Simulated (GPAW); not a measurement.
**Rh in GPAW: convergence with k mesh**

Crystal: Rh.

```
CELL_PARAMETERS angstrom
0.00000 1.89785 1.89785
1.89785 0.00000 1.89785
1.89785 1.89785 0.00000
ATOMIC_POSITIONS crystal
Rh 0.00000 0.00000 0.00000
```

```yaml
Program: GPAW 26.7.0
Task: convergence study
Functional: PBE
Potentials_or_basis: GPAW PAW data sets (gpaw-data 1.2.1)
Cutoff: 600 eV
Basis: pw
k_mesh: 3 × 3 × 3
Occupations: fermi-dirac, width 0.05 eV
Spin: no spin polarisation
```

These are the settings of the first run; the series varies k mesh, with any setting tied to it.

Hardware: 1 thread of AMD EPYC 7B13 (Zen 3), with other jobs on the host.

```tsv
k mesh	energy less the tightest run, at zero smearing (meV/atom)	pressure (GPa)	SCF cycles	CPU time (s)	peak memory (GiB)
3 × 3 × 3	1448.45	34.32	12	2.7	0.13
4 × 4 × 4	-442.78	2.31	9	2.8	0.13
5 × 5 × 5	149.49	12.15	9	3	0.13
6 × 6 × 6	83.54	10.95	8	3.4	0.13
8 × 8 × 8	31.33	10.30	9	4.8	0.13
9 × 9 × 9	7.51	9.54	8	5.1	0.13
11 × 11 × 11	8.58	9.82	9	7.3	0.14
13 × 13 × 13	-1.81	9.53	8	9.2	0.14
16 × 16 × 16	0.00	9.54	9	15	0.15
```

Against the tightest run, the pressure stays within 0.1 GPa from 13 × 13 × 13 on. Not settled before the last step: the energy (to 1 meV/atom). Meshes of other sizes hit other points, so gaps and Fermi surfaces needn't settle smoothly. The tightest run that finished is the yardstick and may itself not be fully converged.
